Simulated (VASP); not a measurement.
**VH: single point with PBEsol**

The system is VH.

```
V H
1.0
     0.00000    1.86557    1.86557
     1.86557    0.00000    1.86557
     1.86557    1.86557    0.00000
V H
1 1
Direct
  0.00000 0.00000 0.00000
  0.50000 0.50000 0.50000
```

The cell comes from a database or a generator and needn't be the stable form of this composition.

The cell isn't the ideal one: strain -0.050 along x and y, -0.050 along z, atoms carried along.

| Quantity | Value |
| --- | --- |
| Program | VASP 6.6.1 |
| Task | single point |
| Functional | PBEsol |
| Potentials or basis | VASP PAW PBE potentials, release 64 (V_sv, H) |
| Cutoff | 520 eV |
| k mesh | 20 × 20 × 20 |
| Occupations | gaussian, width 0.15 eV |
| Spin | no spin polarisation |

```json
{
 "Pressure": "37.7 GPa",
 "Band gap on the k mesh": "none (metal or under the smearing width)"
}
```

Levels at points of the mesh, in eV from the Fermi level:
```tsv
k point	band 5	band 6	band 7	band 8	band 9	band 10
(0.00, 0.00, 0.00)	-11.31	-0.13	-0.13	-0.13	1.73	1.73
(0.50, 0.00, 0.00)	-5.54	-4.41	-0.64	-0.64	3.20	3.20
(0.50, 0.50, 0.00)	-8.65	-3.32	2.36	3.08	3.66	3.66
```

Run time: 23 s on 1 thread of Intel(R) Xeon(R) Platinum 8559C (Emerald Rapids), on a shared host, peak memory 0.16 GiB.

Caveat: so large a pressure means that the cell lies far from this level's equilibrium, or that cutoff or potentials fall short; the potentials were made for another functional, which shifts forces and pressure.
